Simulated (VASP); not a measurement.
# KI (Fm-3m) in VASP: further runs, part 2 of 3

VASP 6.6.1. The steps go on from the part before.

### Step 3. Electric field gradients, PBEsol

Input file INCAR:

```
SYSTEM = KI
ALGO     = Normal         ! electronic algorithm
EDIFF    = 1E-8           ! SCF threshold, eV
ENCUT    = 400            ! plane-wave cutoff, eV
GGA      = PS             ! functional
GGA_COMPAT= .FALSE.      
ISIF     = 2              ! what is computed and relaxed
ISMEAR   = -1             ! smearing method
LASPH    = .TRUE.         ! aspherical terms in the spheres
LCHARG   = .FALSE.        ! write CHGCAR
LEFG     = .TRUE.       
LREAL    = .FALSE.        ! projectors in reciprocal space
LWAVE    = .FALSE.        ! write WAVECAR
NBANDS   = 15             ! bands
NELM     = 120            ! most SCF steps
PREC     = Accurate       ! precision mode
SIGMA    = 0.02           ! smearing width, eV
```

Input file KPOINTS:

```
k-points
0
G
  10 10 10
  0 0 0
```

Input file POSCAR:

```
KI
1.0
    0.0000000000      3.5327750000      3.5327750000
    3.5327750000      0.0000000000      3.5327750000
    3.5327750000      3.5327750000      0.0000000000
K I
1 1
Direct
    0.0000000000      0.0000000000      0.0000000000
    0.5000000000      0.5000000000      0.5000000000
```

Potentials or basis: VASP PAW PBE potentials, release 64 (K_sv, I).

Started as:

```
cat potpaw_PBE.64/K_sv/POTCAR potpaw_PBE.64/I/POTCAR > POTCAR
mpirun -np 1 vasp_std > vasp.out
```

OUTCAR:

```text
SYSTEM = KI
   EDIFF = 1E-8
   ENCUT = 400
   GGA = PS
   ISIF = 2
   ISMEAR = -1
   LASPH = .TRUE.
   LREAL = .FALSE.
   NELM = 120
   PREC = Accurate

 ion  position               nearest neighbor table
   1  0.000  0.000  0.000-   2 3.53   2 3.53   2 3.53   2 3.53   2 3.53   2 3.53
   2  0.500  0.500  0.500-   1 3.53   1 3.53   1 3.53   1 3.53   1 3.53   1 3.53

  LATTYP: Found a face centered cubic cell.
 ALAT       =     7.0655500000

  Lattice vectors:

 A1 = (   0.0000000000,   3.5327750000,   3.5327750000)
 A2 = (   3.5327750000,   0.0000000000,   3.5327750000)
 A3 = (   3.5327750000,   3.5327750000,   0.0000000000)

Analysis of symmetry for initial positions (statically):
=====================================================================
 Subroutine PRICEL returns:
 Original cell was already a primitive cell.

 Routine SETGRP: Setting up the symmetry group for a
 face centered cubic supercell.

 Subroutine GETGRP returns: Found 48 space group operations
 (whereof 48 operations were pure point group operations)
 out of a pool of 48 trial point group operations.

The static configuration has the point symmetry O_h .

Analysis of symmetry for dynamics (positions and initial velocities):
=====================================================================
 Subroutine PRICEL returns:
 Original cell was already a primitive cell.

 Routine SETGRP: Setting up the symmetry group for a
 face centered cubic supercell.

 Subroutine GETGRP returns: Found 48 space group operations
 (whereof 48 operations were pure point group operations)
 out of a pool of 48 trial point group operations.

The dynamic configuration has the point symmetry O_h .

 Subroutine INISYM returns: Found 48 space group operations
 (whereof 48 operations are pure point group operations),
 and found     1 'primitive' translations

----------------------------------------------------------------------------------------

                                     Primitive cell

  volume of cell :      88.1816

  direct lattice vectors                    reciprocal lattice vectors
     0.000000000  3.532775000  3.532775000    -0.141531799  0.141531799  0.141531799
     3.532775000  0.000000000  3.532775000     0.141531799 -0.141531799  0.141531799
     3.532775000  3.532775000  0.000000000     0.141531799  0.141531799 -0.141531799

  length of vectors
     4.996098318  4.996098318  4.996098318     0.245140266  0.245140266  0.245140266

  position of ions in fractional coordinates (direct lattice)
     0.000000000  0.000000000  0.000000000
     0.500000000  0.500000000  0.500000000

  ion indices of the primitive-cell ions
   primitive index   ion index
                 1           1
                 2           2

----------------------------------------------------------------------------------------

 KPOINTS: k-points

Automatic generation of k-mesh.
 Grid dimensions read from file:
 generate k-points for:   10   10   10

[... 80 lines left out ...]
   IALGO  =     38    algorithm
   IMIX   =      4    mixing-type and parameters
     AMIX     =   0.40;   BMIX     =  1.00
     AMIX_MAG =   1.60;   BMIX_MAG =  1.00
  volume/ion in A,a.u.               =      44.09       297.54
  Fermi-wavevector in a.u.,A,eV,Ry     =   0.926806  1.751409 11.686988  0.858969
  Thomas-Fermi vector in A             =   2.052808
   LORBIT       =      0    0 simple, 1 ext, 2 COOP (PROOUT), +10 PAW based schemes
   GGA     = PS    functional components
   LHFCALC =     F    Hartree Fock is set to
   AEXX    =    0.0000 exact exchange contribution
   IVDW    =     0    specifies the selected vdW correction
   LEPSILON=     F    determine dielectric tensor
   LRPA    =     F    only Hartree local field effects (RPA)
 non-spin polarized calculation
  energy-cutoff  :      400.00
  volume of cell :       88.18
 maximum number of plane-waves:      1639
 NGX is ok and might be reduce to    36
   NGX = 17   NGY = 17   NGZ = 17

 number of electron      16.0000000 magnetization

 Free energy of the ion-electron system (eV)
  ---------------------------------------------------
  ext. energy  EPLUGINS =         0.00000000
  ---------------------------------------------------
  free energy    TOTEN  =        -5.81477104 eV

  energy without entropy =       -5.81477104  energy(sigma->0) =       -5.81477104

 E-fermi :  -0.0036     XC(G=0):  -7.3418

 val. band max:       -0.5085777804   @ k =   0.0000   0.0000   0.0000
 cond. band min:       3.3055288689   @ k =   0.0000   0.0000   0.0000
 fundamental gap:      3.8141066493
 Fermi energy:        -0.0036049293

 k-point     1 :       0.0000    0.0000    0.0000
  band No.  band energies     occupation
      1     -28.8345      2.00000
      2     -12.3863      2.00000
      3     -12.3863      2.00000
      4     -12.3863      2.00000
      5     -11.0457      2.00000
      6      -0.5086      2.00000
      7      -0.5086      2.00000
      8      -0.5086      2.00000
      9       3.3055      0.00000
     10       5.9201      0.00000
     11       5.9201      0.00000
     12       5.9201      0.00000
     13       6.6603      0.00000
     14       6.6603      0.00000
[... 401 lines left out ...]
      2     -12.4571      2.00000
      3     -12.4025      2.00000
      4     -12.4005      2.00000
      5     -10.8742      2.00000
      6      -1.4984      2.00000
      7      -0.8780      2.00000
      8      -0.8266      2.00000
      9       4.6631      0.00000
     10       5.2786      0.00000
     11       7.2518      0.00000
     12       7.3859      0.00000
     13       8.3654      0.00000
     14       8.4399      0.00000
     15       9.2892      0.00000

 [... further k-points ...]

------------------------ aborting loop because EDIFF is reached ----------------------------------------

  FORCE on cell =-STRESS in cart. coord.  units (eV):
  Direction    XX          YY          ZZ          XY          YZ          ZX
  --------------------------------------------------------------------------------------
  -------------------------------------------------------------------------------------
  Total       -0.1387263     -0.1387263     -0.1387263     -0.0000000      0.0000000     -0.0000000
  in kB       -2.5205268     -2.5205268     -2.5205268     -0.0000000      0.0000000     -0.0000000
  external PRESSURE =      -2.5205268 kB  Pullay stress =       0.0000000 kB

 VOLUME and BASIS-vectors are now :
 -----------------------------------------------------------------------------
  energy-cutoff  :      400.00
  volume of cell :       88.18
      direct lattice vectors                 reciprocal lattice vectors
     0.000000000  3.532775000  3.532775000    -0.141531799  0.141531799  0.141531799
     3.532775000  0.000000000  3.532775000     0.141531799 -0.141531799  0.141531799
     3.532775000  3.532775000  0.000000000     0.141531799  0.141531799 -0.141531799

 POSITION                                       TOTAL-FORCE (eV/Angst)
 -----------------------------------------------------------------------------------
      0.00000      0.00000      0.00000         0.000000      0.000000     -0.000000
      3.53277      3.53277      3.53277        -0.000000     -0.000000      0.000000
 -----------------------------------------------------------------------------------
    total drift:                                0.000000      0.000000      0.000000

  FREE ENERGIE OF THE ION-ELECTRON SYSTEM (eV)
  ---------------------------------------------------
  free  energy   TOTEN  =        -5.8147710439 eV

  energy  without entropy=       -5.8147710439  energy(sigma->0) =       -5.81477104

 Electric field gradients (V/A^2)
---------------------------------------------------------------------
 ion       V_xx      V_yy      V_zz      V_xy      V_xz      V_yz
---------------------------------------------------------------------
   1       0.000    -0.000    -0.000    -0.000    -0.000    -0.000
   2      -0.000     0.000     0.000    -0.000    -0.000    -0.000
---------------------------------------------------------------------

 Electric field gradients after diagonalization (V/A^2)
 (convention: |V_zz| > |V_xx| > |V_yy|)
----------------------------------------------------------------------
 ion       V_xx      V_yy      V_zz     asymmetry (V_yy - V_xx)/ V_zz
----------------------------------------------------------------------
   1       0.000     0.000    -0.001       0.000
   2       0.000     0.000    -0.000       0.000
----------------------------------------------------------------------

           NMR quadrupolar parameters

 Cq : quadrupolar parameter    Cq=e*Q*V_zz/h
 eta: asymmetry parameters     (V_yy - V_xx)/ V_zz
 Q  : nuclear electric quadrupole moment in mb (millibarn)
----------------------------------------------------------------------
 ion       Cq(MHz)       eta       Q (mb)
----------------------------------------------------------------------
   1      -0.000       0.000       1.000
   2      -0.000       0.000       1.000
----------------------------------------------------------------------
```

Wall time 94 s (1 thread of Intel Xeon 8259CL, shared host); peak memory 0.22 GiB.

Results:

| Property | Result |
| --- | --- |
| Free energy | -5.8148 eV |
| Pressure | -0.3 GPa |
| Band gap on the k mesh | 3.81 eV |
| Largest electric field gradient by atom | zero within the noise of the run |

Caveat: the PAW data sets were made with another functional, which shifts forces and pressure a little; spin-orbit coupling is left out, which moves the levels of the heavy elements.

(Part 2 of 3 ends here.)
